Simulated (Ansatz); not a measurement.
Molecular dynamics of Rb16H

Input file:

```yaml
crystal:
  lattice:
    - [11.18, 0.0, 0.0]
    - [0.0, 11.18, 0.0]
    - [0.0, 0.0, 11.18]
  atoms:
    - { symbol: Rb, position: [-0.01691094, -0.01000811, -0.01195296] }
    - { symbol: Rb, position: [0.46032345, -0.00040659, 0.00374789] }
    - { symbol: Rb, position: [0.00738083, 0.46822696, 0.02497052] }
    - { symbol: Rb, position: [-0.02278802, 0.01813825, 0.48467454] }
    - { symbol: Rb, position: [0.31261062, 0.23062728, 0.21383508] }
    - { symbol: Rb, position: [0.48547999, 0.52804191, -0.0128076] }
    - { symbol: Rb, position: [0.56118294, 0.00746884, 0.46836062] }
    - { symbol: Rb, position: [0.73823024, 0.25730985, 0.18958306] }
    - { symbol: Rb, position: [0.00899924, 0.44669478, 0.52503548] }
    - { symbol: Rb, position: [0.19649835, 0.74532398, 0.26411991] }
    - { symbol: Rb, position: [0.25838726, 0.22188611, 0.74788249] }
    - { symbol: Rb, position: [0.45098284, 0.56405485, 0.52327867] }
    - { symbol: Rb, position: [0.76795588, 0.72486042, 0.24253513] }
    - { symbol: Rb, position: [0.79110708, 0.28299856, 0.83019357] }
    - { symbol: Rb, position: [0.24922381, 0.76288299, 0.72575537] }
    - { symbol: Rb, position: [0.75014541, 0.75128543, 0.77635054] }
    - { symbol: H, position: [0.9156422, 0.24376406, 0.0029839] }
basis:
  ecutwfc: 420.0
kpoints:
  mp_grid: { grid: [1, 1, 1] }
hamiltonian:
  xc: pbe
scf:
  occupations: { method: fermi_dirac, width: 0.1 }
  lower_state_search: "off"
md:
  timestep: 0.5
  n_steps: 300
  ensemble: nvt_langevin
  temperature: 1260.0
  initial_velocities: maxwell_boltzmann
  seed: 701781
  friction: 0.005
```

Run as:

```bash
$ ansatz run input.yaml --threads 2 --pin off --max-ram 5120MiB --backend cpu --events-out ev --progress --plain --runs-dir out
```

It goes on from the last frame of an earlier run, with new velocities.

Output, in part (step lines):

```
md step     0: t =     0.00 fs  T =  1185.9 K  F+E_penalty+E_count = -52292.27219018 eV  E_kin = 2.605882 eV  (9 SCF iters)
md step     1: t =     0.50 fs  T =  1206.7 K  F+E_penalty+E_count = -52292.27300428 eV  E_kin = 2.651692 eV  (7 SCF iters)
md step     2: t =     1.00 fs  T =  1220.3 K  F+E_penalty+E_count = -52292.27334964 eV  E_kin = 2.681508 eV  (6 SCF iters)
md step     3: t =     1.50 fs  T =  1247.5 K  F+E_penalty+E_count = -52292.27358671 eV  E_kin = 2.741262 eV  (6 SCF iters)
md step     4: t =     2.00 fs  T =  1228.8 K  F+E_penalty+E_count = -52292.27336410 eV  E_kin = 2.700186 eV  (6 SCF iters)
md step     5: t =     2.50 fs  T =  1246.2 K  F+E_penalty+E_count = -52292.27237899 eV  E_kin = 2.738505 eV  (4 SCF iters)
md step     6: t =     3.00 fs  T =  1230.9 K  F+E_penalty+E_count = -52292.27076989 eV  E_kin = 2.704739 eV  (3 SCF iters)
md step     7: t =     3.50 fs  T =  1229.5 K  F+E_penalty+E_count = -52292.26844121 eV  E_kin = 2.701685 eV  (3 SCF iters)
[... lines left out ...]
md step   299: t =   149.50 fs  T =   830.4 K  F+E_penalty+E_count = -52291.23954828 eV  E_kin = 1.824819 eV  (3 SCF iters)
md step   300: t =   150.00 fs  T =   798.0 K  F+E_penalty+E_count = -52291.24221581 eV  E_kin = 1.753434 eV  (6 SCF iters)
```

The steps, from the saved trajectory:

```tsv
time (fs)	T (K)	potential energy less start (eV)
0	1186	0.000
5	1193	0.015
10	1269	0.119
15	1433	0.170
20	1486	0.062
25	1390	0.143
30	1361	0.251
35	1289	0.150
40	1264	0.099
45	1230	0.235
50	1174	0.276
55	1152	0.224
60	1041	0.206
65	1071	0.173
70	1164	0.228
75	1100	0.330
80	1060	0.320
85	1040	0.329
90	1070	0.398
95	1059	0.468
100	1071	0.561
105	1057	0.659
110	991	0.737
115	894	0.871
120	881	0.935
125	935	0.908
130	968	0.942
135	843	0.995
140	854	1.028
145	837	1.044
150	798	1.030
```

The run went to its last step. The mean temperature of the second half is 23 % below the set value. A run of 0.15 ps of so small a system gives no equilibrium averages. Limits of this set-up: coarse k mesh, odd electron count without spin, a small cell, in which the defect meets its images, a typed lattice constant that wasn't relaxed here.

Mean squared displacements from the first frame to the last, about the centre of mass: Rb 0.56 Å², H 1.73 Å².

Last frame:

```xyz
17
Lattice="11.1800 0.0000 0.0000 0.0000 11.1800 0.0000 0.0000 0.0000 11.1800" Properties=species:S:1:pos:R:3
Rb 0.781 -0.294 -0.521
Rb 5.392 -0.374 -0.252
Rb -0.143 4.617 0.917
Rb -0.529 0.752 5.479
Rb 3.702 2.890 2.867
Rb 5.017 6.295 -0.658
Rb 5.639 -0.363 4.960
Rb 8.458 2.449 2.062
Rb 0.544 5.917 5.365
Rb 2.340 8.691 2.662
Rb 2.836 2.131 8.485
Rb 5.773 6.626 6.321
Rb 9.022 7.726 3.014
Rb 8.618 2.424 9.151
Rb 2.352 8.955 8.025
Rb 8.831 7.912 9.200
H 10.099 1.395 0.198
```

The run took 15 min on 2 threads of Arm Neoverse V1, with other jobs on the host, peak memory 0.9 GiB.
